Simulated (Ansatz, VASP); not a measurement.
# WS2 in VASP and in Ansatz

INCAR

```
SYSTEM = WS2
ALGO = Fast ; EDIFF = 1E-6
ENCUT = 520 ; GGA = PE
ISIF = 2 ; ISMEAR = -1
LASPH = .TRUE. ; LCHARG = .FALSE.
LREAL = .FALSE. ; LWAVE = .FALSE.
NBANDS = 20 ; NELM = 100
PREC = Accurate ; SIGMA = 0.05
```

Contents of KPOINTS:

```
k-points
0
G
  6 6 4
  0 0 0
```

The input POSCAR:

```
WS2
1.0
    3.2287644061      0.0000000000      0.0000000000
   -1.6143822031      2.7961919985      0.0000000000
    0.0000000000      0.0000000000      5.9936451124
W S
1 2
Direct
    0.0000000000      0.0000000000      0.0000000000
    0.3333333333      0.6666666667      0.2566832689
    0.6666666667      0.3333333333      0.7433167311
```

Input for Ansatz:

```yaml
crystal:
  lattice:
    - [3.2287644061, 0.0, 0.0]
    - [-1.6143822031, 2.7961919985, 0.0]
    - [0.0, 0.0, 5.9936451124]
  atoms:
    - { symbol: W, position: [0.0, 0.0, 0.0] }
    - { symbol: S, position: [0.3333333333, 0.6666666667, 0.2566832689] }
    - { symbol: S, position: [0.6666666667, 0.3333333333, 0.7433167311] }
kpoints:
  mp_grid: { grid: [6, 6, 4] }
hamiltonian:
  xc: pbe
scf:
  occupations: { method: fermi_dirac, width: 0.05 }
  n_extra_bands: 4
output:
  forces: true
  stress: true
  eigenvalues: true
```

Alike in both runs: task single point; functional PBE; k mesh 6 × 6 × 4; occupations fermi-dirac, width 0.05 eV; no spin polarisation.

|  | VASP | Ansatz |
| --- | --- | --- |
| version | VASP 6.6.1 | Ansatz 0.2.0 |
| potentials or method | VASP PAW PBE potentials, release 64 (W_sv, S) | plane waves |
| plane-wave cutoff (eV) | 520 | 420 |
| valence electrons in the cell | 26 | 26 |

|  | VASP | Ansatz | Ansatz less VASP |
| --- | --- | --- | --- |
| pressure (GPa) | 3.0 | 3.1 | +0.06 |
| largest component of the traceless stress (GPa) | 2.13 | 2.12 | -0.011 |
| rms of the force components (eV/Å) | 0.125 | 0.125 | +0.0003 |

Atom by atom the forces differ by 0.000 eV/Å (rms over components). With one functional, cell and mesh, what is left measures potentials, basis and numerics.

Caveats: the k mesh is coarse (spacing up to 0.37 Å⁻¹), so the values aren't converged; this functional lacks dispersion, which binds the layers, so the pressure and a relaxed spacing across them are unreliable. The runs have no spin-orbit coupling, so splittings on W are missing.
